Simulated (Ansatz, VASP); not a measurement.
## Two plane-wave programs on Pd

```
CELL_PARAMETERS angstrom
0.00000 1.94650 1.94650
1.94650 0.00000 1.94650
1.94650 1.94650 0.00000
ATOMIC_POSITIONS crystal
Pd 0.00000 0.00000 0.00000
```

Alike in both runs: task relaxation of cell and atoms; functional BLYP; dispersion D3(BJ); k mesh 12 × 12 × 12; occupations fermi-dirac, width 0.05 eV; no spin polarisation.

|  | VASP | Ansatz |
| --- | --- | --- |
| version | VASP 6.6.1 | Ansatz 0.2.0 |
| potentials or method | VASP PAW PBE potentials, release 64 (Pd) | Ansatz PAW |
| plane-wave cutoff (eV) | 600 | 420 |
| valence electrons in the cell | 10 | 18 |

Ansatz gave:

* relaxed volume (Å³/atom): 14.80
* relaxed cell length with the largest relative difference (Å): 2.756

Task: What did VASP give for the same quantities?

Result: Relaxed volume (Å³/atom): 14.83; relaxed cell length with the largest relative difference (Å): 2.758.

The two sets of potentials don't hold the same shells in valence.

Caveats: the PAW data sets were made with another functional, which shifts forces and pressure a little (VASP); pairwise dispersion overbinds metals, which lowers pressure and volume (VASP); the plane-wave basis is chosen anew once the cell has moved, so the energies of steps on either side of that aren't comparable (Ansatz); the PAW data sets come from PBE, with cores solved anew for the run's functional, which leaves a small shift of forces and pressure (Ansatz). Zero-point motion and thermal expansion aren't in these numbers.
